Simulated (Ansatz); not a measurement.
# Energy ranking of NaI structures

Method: Ansatz 0.2.0, DFT PBE, scalar-relativistic, plane waves, PAW. All cells share a 420 eV cutoff and Γ-centred k meshes spaced at most about 0.3 Å⁻¹ (2π included). No spin polarisation.

The zero of energy is the elements' standard structures at the same level; no fitted shifts are applied.

Temperature and zero-point effects are left out. The comparison covers the computed candidates alone. Weakly bound directions are ill-defined at this level, which has no dispersion term (Cmcm, Pmma, I4_1/amd), and this can change margins and order among such cells. These runs have no spin–orbit coupling, which can matter for I. Kohn–Sham gaps at this level usually fall short of measured ones. The missing spin–orbit coupling can work the other way here. The reference form of I is held partly by dispersion forces, which this level lacks.

Invented guesses and database cells were relaxed alike, and ends that match in structure were merged. ΔE counts from the first row. Coordination counts I atoms around Na (those within 1.25 times the shortest such distance or 1.15 times the sum of covalent radii, 1.27 where that leaves under three; a plus sign parts nearer from farther groups). The ends were matched against large subsets of the Crystallography Open Database and the Materials Project, so a missing match doesn't prove that a structure is unreported.

```csv
#,reached from,type and space group,atoms,Å³/atom,coordination,ΔE (meV/atom),gap on mesh (eV),in databases,checks
1,a cell as deposited in COD,"rock salt, Fm-3m (No. 225)",2,34.8,Na 6,0,3.58,COD,no imaginary mode on a 4×4×4 q mesh
2,close-packed anion layers stacked ABAC,P6_3/mmc (No. 194),8,34.8,Na 6,6,3.52,no match,-
3,close-packed anion layers stacked AB,"wurtzite, P6_3mc (No. 186)",4,45.8,Na 4,43,3.70,no match,no imaginary mode on a 2×2×1 q mesh
4,CrB type (Cmcm),Cmcm (No. 63),4,40.0,Na 5,46,3.55,no match,-
5,a Materials Project cell,Pmma (No. 51),4,41.2,Na 4,116,2.96,Materials Project,-
6,a Materials Project cell,I4_1/amd (No. 141),4,43.6,Na 4,117,3.24,Materials Project,-
7,CoSn type (P6/mmm),P6/mmm (No. 191),6,37.2,Na 4+2,145,1.85,no match,-
8,caesium chloride type (Pm-3m),"caesium chloride, Pm-3m (No. 221)",2,33.5,Na 8,156,2.28,no match,-
```

The lowest: Space group Fm-3m (No. 225), cubic, a = 6.528 Å. Around Na lie 6 I at 3.26 Å; around I lie 6 Na at 3.26 Å. Its energy over the elements is −1.280 eV/atom. It is a structure that the Crystallography Open Database (COD) lists.

Space group Fm-3m (No. 225). a = 6.528 Å, b = 6.528 Å, c = 6.528 Å, α = 90.00°, β = 90.00°, γ = 90.00°
| atom | site | symmetry | x | y | z |
| --- | --- | --- | --- | --- | --- |
| Na | 4a | m-3m | 0.0000 | 0.0000 | 0.0000 |
| I | 4b | m-3m | 0.5000 | 0.0000 | 0.0000 |

The second: Space group P6_3/mmc (No. 194), hexagonal, a = 4.586 Å, c = 15.290 Å. Na is surrounded by 6 I at 3.25–3.28 Å and 1 Na at 3.87 Å; I on a site of symmetry -3m has 6 Na at 3.25 Å; I on a site of symmetry -6m2 is surrounded by 6 Na at 3.28 Å. Counting I atoms around Na, the first and the second both have Na 6. Shaken at random and relaxed again, row 1 came back. Shaken at random and relaxed again, row 2 came back. Cells without such a test can be saddle points. Some types were kept out of the candidates beforehand, so the set may lack a known form.
